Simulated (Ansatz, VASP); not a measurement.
**P in VASP and in Ansatz**

The input INCAR:

```
  PREC = Accurate
  ENCUT = 520
  EDIFF = 1E-7
  ISMEAR = -1
  SIGMA = 0.05
  LREAL = F
  LASPH = T
  NELM = 100
  ALGO = Normal
  ISIF = 2
  LWAVE = F
  LCHARG = T
  GGA = PE
  LELF = T
  LVHAR = T
  NBANDS = 14
```

Contents of KPOINTS:

```
regular mesh
0
Gamma
  9 9 12
```

POSCAR

```
P
1.0
    4.0188234267      0.0000000000      0.0000000000
   -2.0094117133      3.4804031808      0.0000000000
    0.0000000000      0.0000000000      2.3386767626
P
3
Direct
    0.0000000000      0.0000000000      0.0000000000
    0.3333333333      0.6666666667      0.5000000000
    0.6666666667      0.3333333333      0.5000000000
```

Input for Ansatz:

```yaml
crystal:
  lattice:
    - [4.0188234267, 0.0, 0.0]
    - [-2.0094117133, 3.4804031808, 0.0]
    - [0.0, 0.0, 2.3386767626]
  atoms:
    - { symbol: P, position: [0.0, 0.0, 0.0] }
    - { symbol: P, position: [0.3333333333, 0.6666666667, 0.5] }
    - { symbol: P, position: [0.6666666667, 0.3333333333, 0.5] }
kpoints:
  mp_grid: { grid: [9, 9, 12] }
scf:
  occupations: { method: fermi_dirac, width: 0.05 }
hamiltonian:
  xc: pbe
  pseudopotentials: { kind: paw }
output:
  forces: true
  stress: true
  eigenvalues: true
  populations: true
  write_density: true
  write_potential: true
  elf: true
  volumetric_format: npy
```

Change from the starting cell: volume scaled by 0.76, PAW files.

Alike in both runs: task single point; functional PBE; k mesh 9 × 9 × 12; occupations fermi-dirac, width 0.05 eV; no spin polarisation.

```csv
,VASP,Ansatz
version,VASP 6.6.1,Ansatz 0.2.0
potentials or method,"VASP PAW PBE potentials, release 64 (P)","PAW with Ansatz's default frozen-core files, scalar-relativistic"
plane-wave cutoff (eV),520,420
valence electrons in the cell,15,15
```

VASP gave:

| Item | Value |
| --- | --- |
| pressure (GPa) | 43.1 |

What did Ansatz give for the same quantities?

Pressure (GPa): 43.8.

The functional is the same, so the differences come from potentials, cutoffs and numerics.

Caveats: so large a pressure means that the cell lies far from this level's equilibrium, or that cutoff or potentials fall short (VASP).
